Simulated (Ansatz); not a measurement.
# GaCuSe2 (I-42d) in Ansatz: reference runs, part 2 of 2

Ansatz 0.2.0. Earlier steps stand in the parts before.

### Step 3. Single point, PBEsol (atoms moved at random, drawn with an rms of 0.05 Å)

The input, input.yaml:

```yaml
crystal:
  lattice:
    - [-2.80955, 2.80955, 5.513]
    - [2.80955, -2.80955, 5.513]
    - [2.80955, 2.80955, -5.513]
  atoms:
    - { symbol: Se, position: [0.122895, 0.621042, 0.000383] }
    - { symbol: Se, position: [0.866999, 0.870657, 0.499512] }
    - { symbol: Se, position: [0.623147, 0.12894, 1.006225] }
    - { symbol: Se, position: [0.378059, 0.369025, 0.499092] }
    - { symbol: Ga, position: [0.243011, 0.747604, 0.497501] }
    - { symbol: Ga, position: [0.510003, 0.496584, 0.013705] }
    - { symbol: Cu, position: [0.752501, 0.252765, 0.502127] }
    - { symbol: Cu, position: [-0.003971, 0.006131, 0.003679] }
hamiltonian:
  xc: pbesol
  pseudopotentials: { kind: paw }
kpoints:
  mp_grid: { grid: [7, 7, 7] }
scf:
  occupations: { method: fermi_dirac, width: 0.05 }
output:
  forces: true
  stress: true
  eigenvalues: true
  write_density: true
  write_potential: true
  elf: true
  volumetric_format: npy
```

Potentials or basis: Ansatz PAW.

Launch:

```bash
$ ansatz run input.yaml --threads 4 --pin off --max-ram 11264MiB --backend cpu --events-out ev --progress --plain --runs-dir out
```

Standard output:

```text
Warning: RAYON_NUM_THREADS=4 ignored (pool sized by the plan → 4); use --threads N
Engine: ansatz 0.2.0, x86_64-unknown-linux-gnu
Pseudopotentials: kind: paw
Pseudopotential: Se, paw, valence charge 16, recommended cutoff 420 eV (normal), Se.paw.azcp
Pseudopotential: Ga, paw, valence charge 13, recommended cutoff 420 eV (normal), Ga.paw.azcp
Pseudopotential: Cu, paw, valence charge 19, recommended cutoff 420 eV (normal), Cu.paw.azcp
Functional definition: PBEsol
  exchange = pbesol_x
  correlation = pbesol_c
Crystal: 8 atoms, lattice volume = 174.069 Å³
[... 52 lines left out ...]
  E_closure    = 0.000000  (closes the sum)
  Σ components = -42364.323180   (vs F -42364.323180, Δ=0.00e0)
--- Forces (eV/Å), atoms counted from 1 ---
  atom   1  Se     0.04636720    -0.31265801     0.26582968
  atom   2  Se     0.59313028     0.24193961     0.44942569
  atom   3  Se    -0.54277897     0.54744283    -0.35081135
  atom   4  Se     0.06060023     0.02291883    -0.15399065
  atom   5  Ga    -0.03540344     0.19949955    -0.08138042
  atom   6  Ga    -0.03766780    -0.88317917     0.13387125
  atom   7  Cu    -0.02747003     0.06029863    -0.16312005
  atom   8  Cu    -0.05677848     0.12373675    -0.09982484
  max |Σ_I F_I| component: 1.00e-6 eV/Å
--- Stress (GPa, compression-positive) ---
       -0.676926       0.172464       0.482409
        0.172464      -0.688146       0.162761
        0.482409       0.162761      -0.343196
  P = ⅓ Tr σ = -0.5694 GPa (-5.694 kbar)
--- Band table (eV; the first three rows and the last of 172) ---
  k-point 0: bands = ["-102.7892", "-102.7329", "-60.3572", "-60.3427", "-60.3214", "-60.3007", "-60.2858", "-60.2676", "-39.4682", "-39.4646", "-39.4619", "-39.4602", "-39.4102", "-39.4010", "-39.3791", "-39.3717", "-39.3714", "-39.3685", "-39.3675", "-39.3593", "-39.3428", "-39.3398", "-39.3141", "-39.2887", "-39.2840", "-39.2723", "-39.2607", "-39.2494", "-6.9225", "-6.8978", "-6.8524", "-6.7269", "-6.7171", "-6.7052", "-6.6696", "-6.6640", "-6.6528", "-6.6433", "-5.9535", "-4.3863", "-4.3299", "-4.2546", "0.9423", "2.3065", "3.6512", "3.9954", "4.0326", "4.3648", "4.3804", "5.0844", "5.1509", "5.4097", "5.4779", "5.5245", "6.5156", "6.5548", "6.6615", "6.9380", "6.9603", "6.9941", "7.0836", "8.5349", "8.5578", "8.6762", "8.8246", "10.4640", "10.8498", "12.5861", "12.6413", "12.9518", "13.3762", "13.4324", "13.5056", "13.7615", "15.0834", "15.1697", "15.3630"]
  k-point 1: bands = ["-102.7892", "-102.7329", "-60.3572", "-60.3427", "-60.3214", "-60.3007", "-60.2858", "-60.2676", "-39.4682", "-39.4646", "-39.4619", "-39.4602", "-39.4102", "-39.4010", "-39.3791", "-39.3717", "-39.3714", "-39.3685", "-39.3675", "-39.3593", "-39.3428", "-39.3398", "-39.3141", "-39.2887", "-39.2840", "-39.2723", "-39.2607", "-39.2494", "-6.9219", "-6.9030", "-6.8511", "-6.7319", "-6.7227", "-6.7092", "-6.6687", "-6.6632", "-6.6525", "-6.6436", "-5.8324", "-4.4510", "-4.3966", "-4.2802", "1.0306", "2.2344", "3.5169", "3.9376", "4.0848", "4.3212", "4.7371", "5.0967", "5.1499", "5.1857", "5.4938", "5.6039", "6.5642", "6.6120", "6.7001", "6.7785", "6.8996", "7.1682", "7.1819", "7.6346", "8.3735", "8.4934", "9.8297", "10.7502", "11.4515", "12.3824", "12.5587", "12.8791", "13.2058", "13.4233", "13.6853", "14.1466", "14.8125", "15.1075", "16.4662"]
  k-point 2: bands = ["-102.7892", "-102.7329", "-60.3572", "-60.3427", "-60.3214", "-60.3007", "-60.2858", "-60.2676", "-39.4682", "-39.4646", "-39.4619", "-39.4602", "-39.4102", "-39.4010", "-39.3791", "-39.3717", "-39.3714", "-39.3685", "-39.3675", "-39.3593", "-39.3428", "-39.3398", "-39.3141", "-39.2887", "-39.2840", "-39.2723", "-39.2607", "-39.2494", "-6.9222", "-6.9110", "-6.8440", "-6.7588", "-6.7232", "-6.7130", "-6.6666", "-6.6614", "-6.6518", "-6.6445", "-5.5182", "-4.6295", "-4.5326", "-4.3416", "1.1856", "1.9433", "3.3290", "3.8238", "3.8763", "4.7120", "4.9395", "5.0683", "5.2290", "5.3093", "5.5389", "5.6334", "6.6436", "6.6915", "6.7409", "6.7932", "7.0177", "7.1549", "7.3946", "7.4179", "7.9569", "8.3503", "10.3752", "10.7923", "11.7350", "12.1372", "12.8529", "13.0723", "13.2443", "13.7460", "14.0801", "14.2029", "15.1794", "15.3808", "16.1776"]
  k-point 171: bands = ["-102.7892", "-102.7329", "-60.3572", "-60.3427", "-60.3214", "-60.3007", "-60.2858", "-60.2676", "-39.4682", "-39.4646", "-39.4619", "-39.4602", "-39.4102", "-39.4010", "-39.3791", "-39.3717", "-39.3714", "-39.3685", "-39.3675", "-39.3593", "-39.3428", "-39.3398", "-39.3141", "-39.2887", "-39.2840", "-39.2723", "-39.2607", "-39.2494", "-6.9334", "-6.8804", "-6.8653", "-6.7648", "-6.7214", "-6.7093", "-6.6671", "-6.6615", "-6.6513", "-6.6444", "-5.4709", "-4.6404", "-4.5555", "-4.3761", "1.2334", "1.9470", "3.2373", "3.8293", "4.1176", "4.6549", "4.7635", "5.1382", "5.2550", "5.3198", "5.4893", "5.5936", "6.6206", "6.7261", "6.7597", "6.7916", "7.0619", "7.1865", "7.3597", "7.5416", "8.0130", "8.2847", "10.1837", "10.7346", "11.6596", "11.7552", "12.9836", "13.2263", "13.3957", "14.0259", "14.1804", "14.2618", "15.1158", "15.4104", "15.7737"]
```

rho_z.tsv:

```text
# z_ang	rho[e/angstrom^3]
# format = ansatz-planar-average/11
# lattice	-2.809550000	2.809550000	5.513000000
# lattice	2.809550000	-2.809550000	5.513000000
# lattice	2.809550000	2.809550000	-5.513000000
# sites	8
# site	34	1.400644962	-1.398492846	4.099213202
# site	34	1.413681274	1.393126606	6.825887872
# site	34	1.438540172	4.215538726	-1.401062794
# site	34	1.376842454	1.427605403	1.367179896
# site	31	2.815433198	-0.019925329	2.718537482
# site	31	0.000803531	0.076206234	5.473758466
# site	29	0.006717634	2.814784192	2.773805307
# site	29	0.038718409	-0.018045740	-0.008374247
0.000000	1.895282e0
0.141575	1.852176e0
0.283150	1.628117e0
0.424726	1.302187e0
0.566301	9.691394e-1
0.707876	6.936274e-1
0.849451	4.964323e-1
0.991026	3.682590e-1
1.132602	2.895224e-1
1.274177	2.426244e-1
1.415752	2.157724e-1
1.557327	2.020146e-1
1.698902	1.973165e-1
1.840478	2.000239e-1
1.982053	2.111666e-1
2.123628	2.342294e-1
2.265203	2.752082e-1
2.406778	3.442022e-1
2.548354	4.570590e-1
2.689929	6.334368e-1
2.831504	8.873435e-1
2.973079	1.208880e0
3.114654	1.546301e0
3.256230	1.809556e0
3.397805	1.908417e0
3.539380	1.805273e0
3.680955	1.539597e0
3.822530	1.202026e0
3.964106	8.816525e-1
4.105681	6.289676e-1
4.247256	4.530728e-1
4.388831	3.398251e-1
4.530406	2.698925e-1
4.671982	2.277225e-1
4.813557	2.032480e-1
4.955132	1.905128e-1
5.096707	1.861218e-1
5.238282	1.887440e-1
5.379858	1.992208e-1
5.521433	2.205090e-1
5.663008	2.578673e-1
5.804583	3.200553e-1
5.946159	4.208926e-1
6.087734	5.786928e-1
6.229309	8.097012e-1
6.370884	1.112676e0
6.512459	1.449828e0
6.654035	1.741951e0
```

It took 65 s on 4 threads of Intel Xeon Platinum 8375C at 2.90GHz (Ice Lake), shared host; peak memory 1.8 GiB.

What came out:

| Property | Result |
| --- | --- |
| Free energy | -42364.3232 eV |
| Pressure | -0.6 GPa |
| Largest force | 0.894 eV/Å |
| Band gap on the k mesh | 0.15 eV, direct |

Forces in eV/Å, atoms in the order of the input:
```
Se   0.046 -0.313  0.266
Se   0.593  0.242  0.449
Se  -0.543  0.547 -0.351
Se   0.061  0.023 -0.154
Ga  -0.035  0.199 -0.081
Ga  -0.038 -0.883  0.134
Cu  -0.027  0.060 -0.163
Cu  -0.057  0.124 -0.100
```

Caveat: odd divisions of the mesh miss points on the zone boundary, where band edges often lie, so the gap on the mesh can be too wide; the PAW data sets come from PBE, with cores solved anew for the run's functional, which leaves a small shift of forces and pressure.

### Step 4. Comparison with measurements

Step 2. Against the measured gap of GaCuSe2, 1.72 eV (“Growth and anisotropy of transport properties of CuGaSe2 single crystals”, 2018, pmc:6251020), the calculated 0.16 eV is off by -1.56 eV. So large a miss can be the level of theory's own, or it may mean another phase, state or a wrong row. 2 values of this kind are on record in papers (1.7 to 1.72 eV); this one was drawn at random among those near their median. Spin-orbit coupling on Ga, Se is left out. The value is that of PBEsol, without temperature or zero-point motion. Semilocal functionals fall short of measured gaps as a rule.
